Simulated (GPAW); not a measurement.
## AlP (F-43m): G0W0 on several meshes in GPAW

Aim: the GW shift of AlP (F-43m) against the k mesh.

Calculated with GPAW 26.7.0; PBE and many-body steps on it, plane waves.

The database entry behind the starting cell differs from later determinations by our own check (0.1 to 0.3 % short, probably kX units), so it need not match the best structure at ambient conditions.

## 1. Starting point

The structure is cubic, space group F-43m (No. 216). The conventional cell has a = 5.451 Å, b = 5.451 Å, c = 5.451 Å, α = 90.00°, β = 90.00°, γ = 90.00°. Al has 4 P at 2.36 Å nearest. P has 4 Al at 2.36 Å nearest. Farther neighbours are not listed.

Structure file:

```cif
data_structure
_symmetry_space_group_name_H-M 'F-43m'
_symmetry_Int_Tables_number 216
_cell_length_a 5.4510
_cell_length_b 5.4510
_cell_length_c 5.4510
_cell_angle_alpha 90.000
_cell_angle_beta 90.000
_cell_angle_gamma 90.000
_cell_volume 161.97
loop_
_atom_site_label
_atom_site_type_symbol
_atom_site_symmetry_multiplicity
_atom_site_Wyckoff_symbol
_atom_site_fract_x
_atom_site_fract_y
_atom_site_fract_z
_atom_site_occupancy
Al1 Al 4 a 0.00000 0.00000 0.00000 1
P1 P 4 d 0.25000 0.25000 0.75000 1
```

The cell and positions come from the Crystallography Open Database and are kept as given unless a step says otherwise.

## 2. Empty states on the mesh, 4×4×4 mesh, 373 bands

This step: GPAW 26.7.0; DFT, PBE, plane waves, PAW.

The sums over transitions need many empty states on a uniform mesh; this step solves for them.

The input, run.py:

```python
import json
import numpy as np
from gpaw.mpi import world
from gpaw import GPAW

calc = GPAW('gs.gpw').fixed_density(kpts={'size': (4, 4, 4), 'gamma': True},
    parallel={'domain': 1, 'band': 1},
    txt='nscf.txt')
calc.diagonalize_full_hamiltonian(nbands=373)
calc.write('full.gpw', mode='all')
res = {}
kpts = calc.get_ibz_k_points()
res['kpts'] = kpts
res['eigenvalues'] = [calc.get_eigenvalues(kpt=k) for k in range(len(kpts))]
res['n_electrons'] = calc.get_number_of_electrons()

if world.rank == 0:
    with open('result.json', 'w') as f:
        json.dump(res, f, default=lambda x: x.tolist())
```

Run with:

```bash
$ mpirun -n 4 gpaw python run.py
```

Numbers of over 12 decimals in the logs are rounded to 6 here.

Log:

```text
Diagonalizing LCAO Hamiltonian
Converting LCAO to pw mode
convergence criteria:
- Maximum integral of absolute [eigenst]ate change: 4e-08 eV^2 / valence electron
maximum number of iterations: 100

SCF iterations
|iter     |     time |      energy | eigst |  dens |
|iter:   1|  |             | +1.11 |       |
|iter:   2|  |             | -0.20 |       |
|iter:   3|  |             | -2.16 |       |
|iter:   4|  |             | -4.11 |       |
|iter:   5|  |             | -5.57 |       |
|iter:   6|  |             | -6.82 |       |
|iter:   7|  |             | -7.38 |       |
|iter:   8|  |             | -7.99c|       |
SCF steps: 8
  __  _  _
 | _ |_)|_||  |
 |__||  | ||/\| - 26.7.0

Input parameters:
  mode=PW(ecut=450.000000),
  convergence={'density': 1e-06, 'bands': -3},
  gpts=array([20, 20, 20]),
  kpts=MonkhorstPack(size=(4, 4, 4), gamma=True),
  maxiter=100,
  nbands=11,
  occupations=Occupations(name='fermi-dirac', width=0.001, fixmagmom=False),
  parallel={'domain': 1, 'band': 1},
  xc=XC(name='PBE')
Matrix size: 893x893
# Writing to full.gpw (mode='all')
  [... matrices ...]

timing:  # [seconds]
  Total: 2.503  # ━━━━━━━━━━━━━━━━━━━━━━━━━━━━━━━━━━━━━━━━━━━━━━━━━━━━━━━━━━━
```

It took 5.5 s on 4 MPI ranks of Arm Neoverse V1, shared host; peak memory 0.75 GiB.

Numbers from this step:

* gap: 1.567 eV
* k of the valence top: 0, 0, 0
* k of the conduction bottom: 0.5, 0.5, 0
* least direct gap: 3.343 eV
* k points computed: 8
* lowest point of the top converged band, above the valence top: 240.3743 eV

On this mesh the gap is 1.567 eV.

## 3. 4×4×4

Now the one-shot GW correction: screening in the RPA, then the self-energy of the levels asked for.

This step: G0W0 on PBE, plane waves, PAW.

The input, run.py:

```python
import json
import numpy as np
from gpaw.mpi import world
from gpaw.response.g0w0 import G0W0

gw = G0W0('full.gpw',
    filename='gw',
    kpts=[0, 5],
    bands=(2, 6),
    ecut=75,
    nbands=59,
    integrate_gamma='WS',
    ppa=True)
gw.calculate()
res = {mode: {k: v for k, v in r.items() if k != 'sigma_eskwn'}
       for mode, r in gw.all_results.items()}

if world.rank == 0:
    with open('result.json', 'w') as f:
        json.dump(res, f, default=lambda x: x.tolist())
```

Run with:

```bash
$ mpirun -n 4 gpaw python run.py
```

Log:

```text
Using integrator: PointIntegrator
FrequencyGridDescriptor(from 0.000+0.000j to 0.000+27.211j eV, 2 points)
Nonperiodic BCs:  [False False False]
Using integrator: PointIntegrator
FrequencyGridDescriptor(from 0.000+0.000j to 0.000+27.211j eV, 2 points)
Nonperiodic BCs:  [False False False]
  ___  _ _ _
 |   || | | |
 | | || | | |
 |__ ||_____|
 |___|

BZ k-points: Symmetries present (total): 24

  [... matrices ...]
64 k-points: 4 x 4 x 4 Monkhorst-Pack grid + [1/8,1/8,1/8]
8 k-points in the irreducible part of the Brillouin zone
       k-points in crystal coordinates                weights
   0:     0.00000000    0.00000000    0.00000000          1/64
   1:     0.25000000    0.25000000    0.00000000          6/64
   2:     0.25000000    0.25000000    0.25000000          8/64
   3:     0.50000000    0.25000000   -0.25000000          6/64
   4:     0.50000000    0.25000000    0.25000000         12/64
   5:     0.50000000    0.50000000    0.00000000          3/64
   6:     0.50000000    0.50000000    0.25000000         24/64
   7:     0.50000000    0.50000000    0.50000000          4/64

Distributing spins, k-points and bands (1 x 2 x 4) over 4 processes
Number of blocks: 1

Quasi particle states:
k-points (IBZ indices): [0, 5]
Band range: (2, 6)
  [... matrices ...]
Computational parameters:
Plane wave cut-off: 75 eV
Number of bands: 59
Coulomb cutoff: None
Broadening: 0.1 eV

fxc modes: GW
Kernel: RPA
Using Godby-Needs plasmon-pole approximation:
  Fitting energy: i*E0, E0 = 1.000 Hartree
Summing all q:

Calculating screened Coulomb potential
No Coulomb truncation
FrequencyGridDescriptor(from 0.000+0.000j to 0.000+27.211j eV, 2 points)
Removing empty qpoint cache files...

Calculating chi0 body with:
    Ground state adapter containing:
    Number of spins: 1
    Number of kpoints: 64
    Number of irreducible kpoints: 8
    Number of completely occupied states: 4
    Number of partially occupied states: 4
    Occupied states memory: 0.48828125 M / cpu

    Linear response parametrization:
    q_c: [0.0, 0.0, 0.0]
    Number of frequency points: 2
    Planewave cutoff: 75.0
    Number of bands: 59
    Number of planewaves: 59
    Broadening (eta): 1e-06
    comm.size: 4
    kncomm.size: 4
    blockcomm.size: 1

    Memory estimate of potentially large arrays:
        chi0_wGG: 0.106232 M / cpu
Integrating chi0 body.

Symmetries of q_c:
    Direct symmetries (Uq -> q): 24
    Indirect symmetries (TUq -> q): 24
In total 48 allowed symmetries.

  [... matrices ...]
8 groups of equivalent kpoints. 87.5% reduction.

Integral kind: response function
Integrating chi0 head and wings.

Symmetries of q_c:
    Direct symmetries (Uq -> q): 24
    Indirect symmetries (TUq -> q): 24
In total 48 allowed symmetries.

  [... matrices ...]
8 groups of equivalent kpoints. 87.5% reduction.

Integral kind: response function wings

Calculating chi0 body with:
    Ground state adapter containing:
    Number of spins: 1
    Number of kpoints: 64
    Number of irreducible kpoints: 8
    Number of completely occupied states: 4
    Number of partially occupied states: 4
    Occupied states memory: 0.48828125 M / cpu

    Linear response parametrization:
[... the further q-points ...]

Results:
f:      Occupation numbers
eps:     KS-eigenvalues [eV]
vxc:     KS vxc [eV]
exx:     Exact exchange [eV]
sigma:   Self-energies [eV]
dsigma:  Self-energy derivatives
Z:       Renormalization factors
qp:      QP-energies [eV]

k-point 0 (0): (0.000, 0.000, 0.000)                GW
band       f     eps     vxc     exx   sigma  dsigma       Z      qp
                                                                   GW
   2   1.000   4.297 -13.851 -15.979   1.588  -0.287   0.777   3.877
   3   1.000   4.297 -13.851 -15.979   1.588  -0.287   0.777   3.877
   4   0.000   7.640 -13.138  -8.504  -4.018  -0.265   0.790   8.128
   5   0.000   8.862 -11.168  -6.390  -4.127  -0.271   0.787   9.374

k-point 1 (5): (0.500, 0.500, 0.000)                GW
band       f     eps     vxc     exx   sigma  dsigma       Z      qp
                                                                   GW
   2   1.000   2.182 -12.730 -15.725   2.198  -0.307   0.765   1.572
   3   1.000   2.182 -12.730 -15.725   2.198  -0.307   0.765   1.572
   4   0.000   5.864  -9.102  -5.291  -3.589  -0.246   0.802   6.043
   5   0.000   6.763 -10.198  -6.098  -3.663  -0.252   0.798   7.113
```

Wall time 8.6 s (4 MPI ranks); peak memory 0.98 GiB; 34 s of CPU time.

This step gave:

```yaml
g0w0_gap_on_the_points_computed: 2.166 eV
least_direct_g0w0_gap_on_the_computed_points: 4.250 eV
z_at_the_valence_top: 0.7769
z_at_the_conduction_bottom: 0.8024
starting_gap_on_the_mesh: 1.567 eV
k_of_the_valence_top: 0, 0, 0
k_of_the_conduction_bottom: 0.5, 0.5, 0
```

The gap on the mesh goes from 1.57 eV to 2.17 eV, a correction of +0.60 eV.

## 4. Empty states on the mesh, 6×6×6 mesh, 69 bands

This step: DFT, PBE, plane waves, PAW.

The input, run.py:

```python
import json
import numpy as np
from gpaw.mpi import world
from gpaw import GPAW

calc = GPAW('gs.gpw').fixed_density(kpts={'size': (6, 6, 6), 'gamma': True},
    parallel={'domain': 1, 'band': 1},
    txt='nscf.txt')
calc.diagonalize_full_hamiltonian(nbands=69)
calc.write('full.gpw', mode='all')
res = {}
kpts = calc.get_ibz_k_points()
res['kpts'] = kpts
res['eigenvalues'] = [calc.get_eigenvalues(kpt=k) for k in range(len(kpts))]
res['n_electrons'] = calc.get_number_of_electrons()

if world.rank == 0:
    with open('result.json', 'w') as f:
        json.dump(res, f, default=lambda x: x.tolist())
```

Run with:

```bash
$ mpirun -n 4 gpaw python run.py
```

Log:

```text
Diagonalizing LCAO Hamiltonian
Converting LCAO to pw mode
convergence criteria:
- Maximum integral of absolute [eigenst]ate change: 4e-08 eV^2 / valence electron
maximum number of iterations: 100

SCF iterations
|iter     |     time |      energy | eigst |  dens |
|iter:   1|  |             | +1.10 |       |
|iter:   2|  |             | -0.04 |       |
|iter:   3|  |             | -1.63 |       |
|iter:   4|  |             | -3.15 |       |
|iter:   5|  |             | -4.42 |       |
|iter:   6|  |             | -5.59 |       |
|iter:   7|  |             | -6.74 |       |
|iter:   8|  |             | -7.78c|       |
SCF steps: 8
  __  _  _
 | _ |_)|_||  |
 |__||  | ||/\| - 26.7.0

Input parameters:
  mode=PW(ecut=450.000000),
  convergence={'density': 1e-06, 'bands': -3},
  gpts=array([20, 20, 20]),
  kpts=MonkhorstPack(size=(6, 6, 6), gamma=True),
  maxiter=100,
  nbands=11,
  occupations=Occupations(name='fermi-dirac', width=0.001, fixmagmom=False),
  parallel={'domain': 1, 'band': 1},
  xc=XC(name='PBE')
Matrix size: 899x899
# Writing to full.gpw (mode='all')
  [... matrices ...]

timing:  # [seconds]
  Total: 3.736  # ━━━━━━━━━━━━━━━━━━━━━━━━━━━━━━━━━━━━━━━━━━━━━━━━━━━━━━━━━━━
```

Wall time 6.9 s (4 MPI ranks); peak memory 0.91 GiB.

Numbers from this step:

* gap: 1.567 eV
* k of the valence top: 0, 0, 0
* k of the conduction bottom: 0.5, 0.5, 0
* least direct gap: 3.343 eV
* k points computed: 16
* lowest point of the top converged band, above the valence top: 68.5523 eV

On this mesh the gap is 1.567 eV.

## 5. 6×6×6

This step: G0W0 on PBE, plane waves, PAW.

The input, run.py:

```python
import json
import numpy as np
from gpaw.mpi import world
from gpaw.response.g0w0 import G0W0

gw = G0W0('full.gpw',
    filename='gw',
    kpts=[0, 12],
    bands=(2, 6),
    ecut=75,
    nbands=59,
    integrate_gamma='WS',
    ppa=True)
gw.calculate()
res = {mode: {k: v for k, v in r.items() if k != 'sigma_eskwn'}
       for mode, r in gw.all_results.items()}

if world.rank == 0:
    with open('result.json', 'w') as f:
        json.dump(res, f, default=lambda x: x.tolist())
```

Run with:

```bash
$ mpirun -n 4 gpaw python run.py
```

Log:

```text
Using integrator: PointIntegrator
FrequencyGridDescriptor(from 0.000+0.000j to 0.000+27.211j eV, 2 points)
Nonperiodic BCs:  [False False False]
Using integrator: PointIntegrator
FrequencyGridDescriptor(from 0.000+0.000j to 0.000+27.211j eV, 2 points)
Nonperiodic BCs:  [False False False]
  ___  _ _ _
 |   || | | |
 | | || | | |
 |__ ||_____|
 |___|

BZ k-points: Symmetries present (total): 24

  [... matrices ...]
216 k-points: 6 x 6 x 6 Monkhorst-Pack grid + [1/12,1/12,1/12]
16 k-points in the irreducible part of the Brillouin zone
       k-points in crystal coordinates                weights
   0:     0.00000000    0.00000000    0.00000000          1/216
   1:     0.16666667    0.16666667    0.00000000          6/216
   2:     0.16666667    0.16666667    0.16666667          8/216
[...]
9:     0.50000000    0.33333333   -0.16666667         12/216
          ...
  15:     0.50000000    0.50000000    0.50000000          4/216

Distributing spins, k-points and bands (1 x 2 x 4) over 4 processes
Number of blocks: 1

Quasi particle states:
k-points (IBZ indices): [0, 12]
Band range: (2, 6)
  [... matrices ...]
Computational parameters:
Plane wave cut-off: 75 eV
Number of bands: 59
Coulomb cutoff: None
Broadening: 0.1 eV

fxc modes: GW
Kernel: RPA
Using Godby-Needs plasmon-pole approximation:
  Fitting energy: i*E0, E0 = 1.000 Hartree
Summing all q:

Calculating screened Coulomb potential
No Coulomb truncation
FrequencyGridDescriptor(from 0.000+0.000j to 0.000+27.211j eV, 2 points)
Removing empty qpoint cache files...

Calculating chi0 body with:
    Ground state adapter containing:
    Number of spins: 1
    Number of kpoints: 216
    Number of irreducible kpoints: 16
    Number of completely occupied states: 4
[...]
Number of frequency points: 2
    Planewave cutoff: 75.0
    Number of bands: 59
    Number of planewaves: 59
    Broadening (eta): 1e-06
    comm.size: 4
    kncomm.size: 4
    blockcomm.size: 1

    Memory estimate of potentially large arrays:
        chi0_wGG: 0.106232 M / cpu
Integrating chi0 body.

Symmetries of q_c:
    Direct symmetries (Uq -> q): 24
    Indirect symmetries (TUq -> q): 24
In total 48 allowed symmetries.

  [... matrices ...]
16 groups of equivalent kpoints. 92.592593% reduction.

Integral kind: response function
Integrating chi0 head and wings.

Symmetries of q_c:
    Direct symmetries (Uq -> q): 24
    Indirect symmetries (TUq -> q): 24
In total 48 allowed symmetries.

  [... matrices ...]
16 groups of equivalent kpoints. 92.592593% reduction.

Integral kind: response function wings

Calculating chi0 body with:
    Ground state adapter containing:
    Number of spins: 1
    Number of kpoints: 216
    Number of irreducible kpoints: 16
    Number of completely occupied states: 4
    Number of partially occupied states: 4
[... the further q-points ...]

Results:
f:      Occupation numbers
eps:     KS-eigenvalues [eV]
vxc:     KS vxc [eV]
exx:     Exact exchange [eV]
sigma:   Self-energies [eV]
dsigma:  Self-energy derivatives
Z:       Renormalization factors
qp:      QP-energies [eV]

k-point 0 (0): (0.000, 0.000, 0.000)                GW
band       f     eps     vxc     exx   sigma  dsigma       Z      qp
                                                                   GW
   2   1.000   4.297 -13.851 -15.818   1.454  -0.289   0.776   3.899
   3   1.000   4.297 -13.851 -15.818   1.454  -0.289   0.776   3.899
   4   0.000   7.640 -13.138  -8.661  -3.878  -0.265   0.790   8.115
[...]
k-point 1 (12): (0.500, 0.500, 0.000)                GW
band       f     eps     vxc     exx   sigma  dsigma       Z      qp
                                                                   GW
[...]
4   0.000   5.864  -9.102  -5.394  -3.499  -0.247   0.802   6.032
   5   0.000   6.763 -10.198  -6.191  -3.582  -0.254   0.798   7.103
```

It took 24 s on 4 MPI ranks; peak memory 0.89 GiB; 95 s of CPU time.

This step gave:

```yaml
g0w0_gap_on_the_points_computed: 2.132 eV
least_direct_g0w0_gap_on_the_computed_points: 4.215 eV
z_at_the_valence_top: 0.7760
z_at_the_conduction_bottom: 0.8016
starting_gap_on_the_mesh: 1.567 eV
k_of_the_valence_top: 0, 0, 0
k_of_the_conduction_bottom: 0.5, 0.5, 0
```

Against G0W0 in GPAW (4×4×4 mesh, 59 bands, screening to 75 eV, Godby-Needs plasmon pole), the gap moves by −0.033 eV.

## 6. The runs together

Times are wall times on 4 MPI ranks of Arm Neoverse V1, shared host, good to a factor of about two.

| run | mesh | bands | screening cutoff (eV) | DFT gap (eV) | gap on the mesh (eV) | direct (eV) | time |
| --- | --- | --- | --- | --- | --- | --- | --- |
| 4×4×4 | 4×4×4 | 59 | 75 | 1.567 | 2.166 | 4.250 | 8.6 s |
| 6×6×6 | 6×6×6 | 59 | 75 | 1.567 | 2.132 | 4.215 | 24 s |

## 7. What came out

- 4×4×4: 2.166 eV
- 6×6×6: 2.132 eV
- known limits: not at the basis limit; coarse k mesh

What this shows: 6×6×6: −0.033 eV against 4×4×4. Bands and cutoff are finite, so the gap is not at the basis limit. The miss can reach some tenths of an eV and take either sign; the mesh is an error of its own. These stock PAW sets were not made for GW. In the G0W0 runs levels were corrected at 2 k points alone, so a gap called «on the mesh» is the least over those, and an edge elsewhere would be missed. The 4×4×4 mesh is coarse for this cell, which bears on the long-range parts of exchange and screening.

[Paths, hosts, dates, memory and timing lines, banners, echoed tables and standing remarks are left out of the program output.]

[Logs are printed without paths, hosts, clocks, repeated set-up lines and the standing remarks that a program may print on its own settings, such as how far it seeks lower states.]

[Runs of the session that timed out or met a known fault of the program may be left out.]

[Hosts, paths, dates, database ids (printed as entryN), source tags and the programs' standing remarks are cut or masked in the printed files.]
